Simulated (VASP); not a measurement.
The system is V.

```
V
1.0
    -1.51435    1.51435    1.51435
     1.51435   -1.51435    1.51435
     1.51435    1.51435   -1.51435
V
1
Direct
  0.00000 0.00000 0.00000
```

* Program: VASP 6.6.1
* Task: relaxation of cell and atoms
* Functional: revPBE
* Dispersion: D3(BJ)
* Potentials or basis: VASP PAW PBE potentials, release 64 (V_sv)
* Cutoff: 600 eV
* k mesh: 12 × 12 × 12
* Occupations: fermi-dirac, width 0.05 eV
* Spin: collinear spin, ferromagnetic start
* Starting moments: [2.0] μB

At the start: pressure -17.1 GPa; volume 13.89 Å³/atom.

Q: How do energy, volume and symmetry change on relaxing?

A: Over 4 steps the energy falls by 79.1 meV/atom and the volume is 12.52 Å³/atom (-9.8 %); space group Im-3m (No. 229, to 0.05 Å); moment 0.00 μB per cell.

Step by step:
```tsv
step	energy change (eV)	largest force (eV/Å)	pressure (GPa)	volume (Å³)
1	0.0000	0.0000	-17.13	13.89
2	0.0405	0.0000	30.08	11.11
3	-0.0790	0.0000	-0.57	12.55
4	-0.0791	0.0000	-0.01	12.52
```

Final structure:
```cif
data_structure
_symmetry_space_group_name_H-M 'P 1'
_symmetry_Int_Tables_number 1
_cell_length_a 2.5339
_cell_length_b 2.5339
_cell_length_c 2.5339
_cell_angle_alpha 109.471
_cell_angle_beta 109.471
_cell_angle_gamma 109.471
_cell_volume 12.52
loop_
_atom_site_label
_atom_site_type_symbol
_atom_site_fract_x
_atom_site_fract_y
_atom_site_fract_z
_atom_site_occupancy
V1 V 0.00000 0.00000 0.00000 1
```

Caveat: the PAW data sets were made with another functional, which shifts forces and pressure a little; pairwise dispersion overbinds metals, which lowers pressure and volume.
